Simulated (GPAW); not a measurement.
The system is HfN.

```
Hf N
1.0
     0.00000    2.25600    2.25600
     2.25600    0.00000    2.25600
     2.25600    2.25600    0.00000
Hf N
1 1
Direct
  0.00000 0.00000 0.00000
  0.50000 0.50000 0.50000
```

```yaml
Program: GPAW 26.7.0
Task: relaxation of cell and atoms
Functional: PBEsol
Dispersion: D3(BJ)
Potentials_or_basis: PAW data sets generated in the run's folder for this functional
Cutoff: 800 eV
Basis: pw
k_mesh: 10 × 10 × 10
Occupations: fermi-dirac, width 0.05 eV
Spin: no spin polarisation
```

At the start: pressure -7.1 GPa; volume 11.48 Å³/atom.

Problem. Where does the relaxation end?

Solution. Over 3 steps the energy falls by 5.2 meV/atom and the volume is 11.20 Å³/atom (-2.5 %); space group Fm-3m (No. 225, to 0.05 Å).

Step by step:
```tsv
step	energy change (eV)	largest force (eV/Å)	pressure (GPa)	volume (Å³)
1	0.0000	0.0000	-7.08	22.96
2	-0.0077	0.0000	-4.03	22.72
3	-0.0104	0.0000	0.12	22.40
```

Final structure:
```
CELL_PARAMETERS angstrom
0.00000 2.23735 2.23735
2.23735 0.00000 2.23735
2.23735 2.23735 0.00000
ATOMIC_POSITIONS crystal
Hf 0.00000 0.00000 0.00000
N 0.50000 0.50000 0.50000
```

Caveat: later steps reuse the first step's grids; pairwise dispersion overbinds metals, which lowers pressure and volume.
